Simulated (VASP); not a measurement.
Runs of VASP 6.6.1 on Na2S. Symmetry: Fm-3m, No. 225, cubic system. Conventional cell: a = 6.498 Å, b = 6.498 Å, c = 6.498 Å, α = 90.00°, β = 90.00°, γ = 90.00°. Na (site symmetry -43m) has 4 S at 2.81 Å as nearest neighbours. S (site symmetry m-3m) has 8 Na at 2.81 Å as nearest neighbours. The cell comes from a database or a generator and needn't be the stable form of this composition.

| task | cell | k mesh | cutoff (eV) | gap on the mesh (eV) | pressure (GPa) | relaxed volume (Å³/atom) |
| --- | --- | --- | --- | --- | --- | --- |
| relaxation of cell and atoms | relaxed | 6 × 6 × 6 | 600 | 2.44 | 0.0 | (a) |
| single point | Fm-3m, 23.6 Å³/atom | 6 × 6 × 6 | 520 | 2.45 | 0.0 | - |
| relaxation of cell and atoms | relaxed | 8 × 8 × 8 | 600 | 2.44 | 0.0 | 23.62 |
| single point | Fm-3m, 23.6 Å³/atom | 8 × 8 × 8 | 520 | 2.45 | 0.0 | - |

Alike in all rows: level PBE; potentials or basis VASP PAW PBE potentials, release 64 (Na_pv, S); no spin polarisation; smearing gaussian 0.02 eV.

Question: Fill in the values left out.

Answer: (a) 23.68.

A k mesh can miss the band edges.
